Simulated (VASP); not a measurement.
Co, 2 atoms in the cell. Symmetry: P6_3/mmc, No. 194, hexagonal system. Conventional cell: a = 2.460 Å, b = 2.460 Å, c = 3.970 Å, α = 90.00°, β = 90.00°, γ = 120.00°. Around Co (site symmetry -6m2) lie 12 Co at 2.44 to 2.46 Å. The cell was built by a generator and needn't be a form met in nature.

- Program: VASP 6.6.1
- Task: relaxation of cell and atoms
- Functional: r2SCAN
- Dispersion: rVV10
- Potentials or basis: VASP PAW PBE potentials, release 64 (Co)
- Cutoff: 600 eV
- k mesh: 20 × 20 × 10
- Occupations: methfessel-paxton, width 0.1 eV
- Spin: collinear spin, ferromagnetic start
- Starting moments: [1.8, 1.8] μB
- Further INCAR settings: ALGO = Normal; EDIFF = 1e-07; IBRION = 2; EDIFFG = -0.005; NSW = 40; ISIF = 3

Potentials or basis: VASP PAW PBE potentials, release 64 (Co).

The run is started by

```sh
$ cat potpaw_PBE.64/Co/POTCAR > POTCAR
$ mpirun -np 1 vasp_std > vasp.out
```

Hardware: 1 thread of AMD EPYC 9R45 96-Core Processor (Zen 5), on a shared host.

Question: Estimate the wall time of this run.

Answer: Wall time 24 min on 1 thread of AMD EPYC 9R45 96-Core Processor (Zen 5), with other jobs on the host, peak memory 0.31 GiB. Counts: scf iterations 53, k points 264, ion steps 4.
